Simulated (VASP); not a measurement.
Input of a VASP 6.6.1 run:

Contents of POSCAR:

```
TaN
1.0
    2.9217699809      0.0000000000      0.0000000000
   -1.4608849905      2.5303270275      0.0000000000
    0.0000000000      0.0000000000      5.9165150000
Ta N
2 2
Direct
    0.0000000000      0.0000000000      0.5000000000
    0.0000000000      0.0000000000      0.0000000000
    0.3333333333      0.6666666667      0.2500000000
    0.6666666667      0.3333333333      0.7500000000
```

File INCAR.step1:

```
SYSTEM = TaN
PREC = Accurate
ENCUT = 520
EDIFF = 1E-7
ISMEAR = -1
SIGMA = 0.05
LREAL = .FALSE.
LASPH = .TRUE.
NELM = 80
ALGO = Fast
ISIF = 2
LWAVE = .FALSE.
LCHARG = .TRUE.
LMAXMIX = 4
GGA = RP
```

File KPOINTS.step1:

```
Automatic mesh
0
G
  10 10 5
  0 0 0
```

File INCAR.step2:

```
SYSTEM = TaN
PREC = Accurate
ENCUT = 520
EDIFF = 1E-7
ISMEAR = 0
SIGMA = 0.05
LREAL = .FALSE.
LASPH = .TRUE.
NELM = 80
ALGO = Fast
ISIF = 2
LWAVE = .FALSE.
LCHARG = .FALSE.
LMAXMIX = 4
GGA = RP
ICHARG = 11
```

Contents of KPOINTS.step2:

```
path GMKGALHA,LM,KH
15
line-mode
reciprocal
 0.0000000000  0.0000000000  0.0000000000  G
 0.5000000000  0.0000000000  0.0000000000  M

 0.5000000000  0.0000000000  0.0000000000  M
 0.3333333333  0.3333333333  0.0000000000  K

 0.3333333333  0.3333333333  0.0000000000  K
 0.0000000000  0.0000000000  0.0000000000  G

 0.0000000000  0.0000000000  0.0000000000  G
 0.0000000000  0.0000000000  0.5000000000  A

 0.0000000000  0.0000000000  0.5000000000  A
 0.5000000000  0.0000000000  0.5000000000  L

 0.5000000000  0.0000000000  0.5000000000  L
 0.3333333333  0.3333333333  0.5000000000  H

 0.3333333333  0.3333333333  0.5000000000  H
 0.0000000000  0.0000000000  0.5000000000  A

 0.5000000000  0.0000000000  0.5000000000  L
 0.5000000000  0.0000000000  0.0000000000  M

 0.3333333333  0.3333333333  0.0000000000  K
 0.3333333333  0.3333333333  0.5000000000  H
```

Potentials or basis: VASP PAW PBE potentials, release 64 (Ta_pv, N).

Run with:

```sh
$ cat potpaw_PBE.64/Ta_pv/POTCAR potpaw_PBE.64/N/POTCAR > POTCAR
$ cp INCAR.step1 INCAR
$ cp KPOINTS.step1 KPOINTS
$ mpirun -np 1 vasp_std > vasp.out
$ cp INCAR.step2 INCAR
$ cp KPOINTS.step2 KPOINTS
$ mpirun -np 1 vasp_std > vasp.out
```

Question: Estimate the band gap along the path.

Answer: None (metal or under the smearing width).

Levels at the corners of the path, in eV from the Fermi level:
```tsv
point	band 13	band 14	band 15	band 16	band 17	band 18	band 19	band 20
Γ	-3.51	-2.00	-2.00	-0.22	-0.22	0.56	0.56	2.34
M	-4.17	-3.69	-2.82	-2.11	2.84	3.92	4.82	5.13
M	-4.17	-3.69	-2.82	-2.11	2.84	3.92	4.83	5.17
K	-5.92	-3.87	0.20	0.20	0.94	0.94	2.01	4.91
K	-5.92	-3.87	0.20	0.20	0.94	0.94	2.01	4.91
Γ	-3.51	-2.00	-2.00	-0.22	-0.22	0.56	0.56	2.34
Γ	-3.51	-2.00	-2.00	-0.22	-0.22	0.56	0.56	2.36
A	-3.86	-3.86	-0.66	-0.66	0.98	0.98	0.98	0.98
A	-3.86	-3.86	-0.66	-0.66	0.98	0.98	0.98	0.98
L	-4.34	-4.34	-2.20	-2.20	3.86	3.86	4.73	4.74
L	-4.34	-4.34	-2.20	-2.20	3.86	3.86	4.74	4.74
H	-5.70	-5.70	-0.43	-0.43	2.69	2.69	3.10	3.12
H	-5.70	-5.70	-0.43	-0.43	2.69	2.69	3.10	3.11
A	-3.86	-3.86	-0.66	-0.66	0.98	0.98	0.98	0.98
L	-4.34	-4.34	-2.20	-2.20	3.86	3.86	4.73	4.74
M	-4.17	-3.69	-2.82	-2.11	2.84	3.92	4.79	5.16
K	-5.92	-3.87	0.20	0.20	0.94	0.94	2.01	4.91
H	-5.70	-5.70	-0.43	-0.43	2.69	2.70	3.10	3.12
```

Caveat: the log is that of the step along the path at fixed density, whose energy, stress, charges and moments have no meaning; spin-orbit coupling is left out, which moves the levels of the heavy elements.
